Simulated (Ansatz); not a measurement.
# CsSnBr3: the cost of one run

Computed with Ansatz 0.2.0, driven from Python. Level of theory: DFT PBE, plane waves, PAW.

## (1) The structure

It takes space group Pm-3m (No. 221, cubic). Conventional cell: a = 5.839 Å, b = 5.839 Å, c = 5.839 Å, α = 90.00°, β = 90.00°, γ = 90.00°. Around Cs (site symmetry m-3m) lie 12 Br at 4.13 Å. Sn (site symmetry m-3m) is surrounded by 6 Br at 2.92 Å. Br (site symmetry 4/mmm) is surrounded by 2 Sn at 2.92 Å and 4 Cs at 4.13 Å.

The script holds or builds the structure itself.

## (2) Script

File pdos_cssnbr3.py:

```python
"""Which atoms and shells make the states of CsSnBr3."""

from collections import Counter
import json

import ansatz as az
import numpy as np


def main() -> None:
    vectors = np.array([
        [5.839006, 0.0, 0.0],
        [0.0, 5.839006, 0.0],
        [0.0, 0.0, 5.839006],
    ])
    structure = (
        az.Lattice.of(vectors)
        .atom("Cs", (0.0, 0.0, 0.0))
        .atom("Sn", (0.5, 0.5, 0.5))
        .atom("Br", (0.5, 0.0, 0.5))
        .atom("Br", (0.5, 0.5, 0.0))
        .atom("Br", (0.0, 0.5, 0.5))
    )

    setup = (
        structure.calculation()
        .occupations("fixed")
        .kpoints(4, 4, 4)
        .functional("pbe")
        .scf(extra_bands=16)
        .density_of_states(projected=True, method="smearing", broadening_width=0.15, energy_step=0.1)
    )
    done = setup.run(events_out="events.ndjson")
    r = done.report
    with open("events.ndjson") as stream:
        kinds = Counter(json.loads(line)["event"] for line in stream)
    print("events:", {kind: kinds[kind] for kind in ("scf_iter", "scf_done", "notice", "finished")})

    dos = done.density_of_states()
    energy = np.asarray(dos.energies_ev) - dos.fermi_ev
    curves = {}
    for site in done.projected_density_of_states().sites:
        for shell in site.shells:
            weight = sum(np.sum(curve.g_bin_mean_per_ev, axis=0) for curve in shell.curves)
            name = f"{site.species} {shell.label}"
            curves[name] = curves.get(name, 0) + weight

    print("E-EF   " + " ".join(f"{name:>8s}" for name in curves))
    for e in np.arange(-8, 4 + 0.1, 1.0):
        print(f"{e:5.1f}  " + " ".join(f"{np.interp(e, energy, g):8.3f}" for g in curves.values()))


if __name__ == "__main__":
    main()
```

## (3) What the engine is handed

The package turns the script's settings into the engine's input:

```yaml
crystal:
  lattice:
    - [5.839006, 0.0, 0.0]
    - [0.0, 5.839006, 0.0]
    - [0.0, 0.0, 5.839006]
  atoms:
    - { symbol: Cs, position: [0.0, 0.0, 0.0] }
    - { symbol: Sn, position: [0.5, 0.5, 0.5] }
    - { symbol: Br, position: [0.5, 0.0, 0.5] }
    - { symbol: Br, position: [0.5, 0.5, 0.0] }
    - { symbol: Br, position: [0.0, 0.5, 0.5] }
kpoints:
  mp_grid:
    grid: [4, 4, 4]
hamiltonian:
  xc: pbe
scf:
  n_extra_bands: 16
  occupations:
    method: fixed
output:
  dos:
    de: 0.1
    method:
      smearing:
        sigma: 0.15
    projected: true
```

## (4) Running it

Launch:

```console
$ python pdos_cssnbr3.py
```

Q: Estimate wall time and peak memory on 1 thread of Arm Neoverse V2, shared host.

About 3.9 s, with a peak of 0.47 GiB.
